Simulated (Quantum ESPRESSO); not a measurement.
Crystal: MgS (Niningerite).

```
S Mg
1.0
     0.00000    2.60165    2.60165
     2.60165    0.00000    2.60165
     2.60165    2.60165    0.00000
S Mg
1 1
Direct
  0.50000 0.50000 0.50000
  0.00000 0.00000 0.00000
```

Base run:

- Program: Quantum ESPRESSO 7.5
- Functional: PBEsol
- Potentials or basis: PseudoDojo 0.4.1 SR PBEsol standard
- Cutoff: 1143 eV
- Density cutoff: 4572 eV
- k mesh: 9 × 9 × 9
- Occupations: fermi-dirac, width 0.05 eV
- Spin: no spin polarisation

Its results: band gap on the k mesh 2.83 eV, indirect (least direct gap 3.59 eV); pressure -0.9 GPa.

Task: The run is repeated on the same cell with these changes: functional from PBEsol to PBE; potentials or basis from PseudoDojo 0.4.1 SR PBEsol standard to PseudoDojo 0.4.1 SR PBE standard. What comes out?

Result: Band gap on the k mesh 2.92 eV, indirect (least direct gap 3.71 eV); pressure 1.2 GPa.

Caveats: the mesh misses the band edges, which the band path finds closer together.
